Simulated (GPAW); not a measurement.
A run of GPAW 26.7.0:

run.py

```python
from ase.eos import EquationOfState
from ase.io import Trajectory, read
from ase.units import GPa
from gpaw import GPAW, PW

atoms = read('PbS.xyz')

traj = Trajectory('eos.traj', 'w')
volumes, energies = [], []
for x in [0.94, 0.96, 0.98, 1.0, 1.02, 1.04, 1.06]:
    a = atoms.copy()
    a.set_cell(atoms.cell * x**(1 / 3), scale_atoms=True)
    calc = GPAW(mode=PW(600),
                xc='PBE',
                kpts={'size': (4, 4, 4), 'gamma': True},
                occupations={'name': 'fermi-dirac', 'width': 0.05},
                setups={'S': 'v3'},
                nbands=-13,
                convergence={'density': 1e-05, 'energy': 1e-05},
                maxiter=150,
                txt=f'eos-{x:.2f}.txt')
    a.calc = calc
    energies.append(a.get_potential_energy(force_consistent=True))
    volumes.append(a.get_volume())
    p = -a.get_stress()[:3].mean() / GPa
    calc.write(f'eos-{x:.2f}.gpw')
    traj.write(a)
    print(f'{x:.2f} {volumes[-1]:10.4f} A^3 {energies[-1]:14.6f} eV {p:9.3f} GPa', flush=True)

v0, e0, B = EquationOfState(volumes, energies, eos='birchmurnaghan').fit()
print(f'V0 = {v0:.4f} A^3, E0 = {e0:.6f} eV, B0 = {B / GPa:.2f} GPa')
```

The input PbS.xyz:

```xyz
4
Lattice="2.0799526950 -5.9912968650 0.0000000000 2.0799526950 5.9912968650 0.0000000000 0.0000000000 0.0000000000 4.2793209400" Properties=species:S:1:pos:R:3 pbc="T T T"
Pb     2.0799526950      4.4268092859      1.0698302350
Pb     2.0799526950     -4.4268092859      3.2094907050
S      2.0799526950      1.7399074789      1.0698302350
S      2.0799526950     -1.7399074789      3.2094907050
```

Potentials or basis: GPAW PAW data sets (gpaw-data 1.2.1), newer versions, pw.

Command:

```console
$ OMP_NUM_THREADS=1 python run.py
```

Hardware: 1 thread of Intel(R) Xeon(R) Platinum 8259CL CPU @ 2.50GHz (Skylake/Cascade Lake), with other jobs on the host.

**Question.** Estimate the wall time of this run.

**Answer.** Run time: 7.9 min on 1 thread of Intel(R) Xeon(R) Platinum 8259CL CPU @ 2.50GHz (Skylake/Cascade Lake) (shared host), peak memory 0.48 GiB. Counts: scf iterations 74, plane waves 3380, bands 33, k points 24.
